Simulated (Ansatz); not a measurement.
Crystal: Cu.

```xyz
1
Lattice="0.0000 1.8075 1.8075 1.8075 0.0000 1.8075 1.8075 1.8075 0.0000" Properties=species:S:1:pos:R:3 pbc="T T T"
Cu    0.0000    0.0000    0.0000
```

* Program: Ansatz 0.2.0
* Task: relaxation of cell and atoms
* Functional: revPBE
* Dispersion: D4
* Potentials or basis: all-electron LAPW, scalar-relativistic
* Basis error allowed: 0.001 eV/atom
* k mesh: 13 × 13 × 13
* Occupations: fermi-dirac, width 0.05 eV
* Spin: no spin polarisation

At the start: volume 11.81 Å³/atom.

Question: How do energy, volume and symmetry change on relaxing?

Answer: Over 5 steps the energy falls by 14.8 meV/atom and the volume is 11.22 Å³/atom (-5.0 %); space group Fm-3m (No. 225, to 0.05 Å).

The path:
```
step  energy change (eV)  largest force (eV/Å)  volume (Å³)
   1              0.0000                0.0000        11.81
   2             -0.0113                0.0000        11.50
   3             -0.0148                0.0000        11.19
   4             -0.0148                0.0000        11.22
   5             -0.0148                0.0000        11.22
```

Final structure:
```
Cu
1.0
     0.00000    1.77696    1.77696
     1.77696    0.00000    1.77696
     1.77696    1.77696    0.00000
Cu
1
Cartesian
  0.0000 0.0000 0.0000
```
